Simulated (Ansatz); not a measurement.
A run of Ansatz 0.2.0 is set up as follows.

The input input.yaml:

```yaml
crystal:
  lattice:
    - [0.0, 3.059, 3.059]
    - [3.059, 0.0, 3.059]
    - [3.059, 3.059, 0.0]
  atoms:
    - { symbol: Sb, position: [0.75, 0.75, 0.75] }
    - { symbol: Ga, position: [0.0, 0.0, 0.0] }
kpoints:
  mp_grid: { grid: [8, 8, 8] }
scf:
  occupations: { method: fermi_dirac, width: 0.05 }
hamiltonian:
  xc: pbe
  pseudopotentials: { kind: all_electron, lapw: { basis_error: 0.001 } }
output:
  forces: true
  stress: true
relax:
  f_tol: 0.01
  max_steps: 60
  cell: { p_target: 10.0 }
```

Potentials or basis: all-electron LAPW, scalar-relativistic.

The run is started by

```sh
$ ansatz run input.yaml --threads 1 --pin off --max-ram 3072MiB --backend cpu --events-out ev --progress --plain --runs-dir out
```

(1) Predict the relaxed cell.

(2) Predict the space group after relaxing (to 0.05 Å).

(3) Estimate the relaxed volume.

## Answers

(1) a = 4.173 Å, b = 4.173 Å, c = 4.173 Å, α = 60.00°, β = 60.00°, γ = 60.00°.

(2) F-43m (No. 216).

(3) 25.70 Å³/atom.
